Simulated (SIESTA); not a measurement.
Sn under changes of volume

One of the cells (28.203 Å³/atom); the others are scaled copies at fixed shape and fractional positions:

```
CELL_PARAMETERS angstrom
-2.95961 2.95961 1.60989
2.95961 -2.95961 1.60989
2.95961 2.95961 -1.60989
ATOMIC_POSITIONS crystal
Sn 0.00000 0.00000 0.00000
Sn 0.75000 0.25000 0.50000
```

* Program: SIESTA 5.4.2
* Functional: PBEsol
* Potentials or basis: PseudoDojo 0.4 standard (PBEsol files)
* Basis: DZP (energy shift 0.003 Ry; two zetas on semicore shells)
* Grid cutoff: 500 Ry
* Energy shift: 0.003 Ry
* k mesh: 9 × 9 × 9
* Occupations: fermi-dirac, width 0.05 eV
* Spin: no spin polarisation

```tsv
volume (Å³/atom)	energy over the lowest point (meV/atom)	pressure (GPa)
25.991	12.37	3.1
26.544	4.05	1.8
27.097	0.00	0.6
28.203	3.74	-1.5
28.756	?	?
29.309	20.10	-3.2
```

**Question.** What does the run at 28.756 Å³/atom give?

**Answer.** Energy over the lowest point 10.46 meV/atom; pressure -2.4 GPa.

Worked out: A Birch-Murnaghan fit of order 3 (a polynomial in V^(-2/3)) to the other rows has its minimum at 27.36 Å³/atom with B0 = V·E''(V) = 54 GPa and B' = 4.6 at fixed shape and positions, which overstates the stiffness. It gives 10.50 meV/atom at 28.756 Å³/atom, against the run's 10.46, and -dE/dV = -2.4 GPa, against -2.4.

Energies are extrapolated to zero smearing.

Caveats: the basis of atomic orbitals isn't converged, which shifts pressures, moduli and gaps.
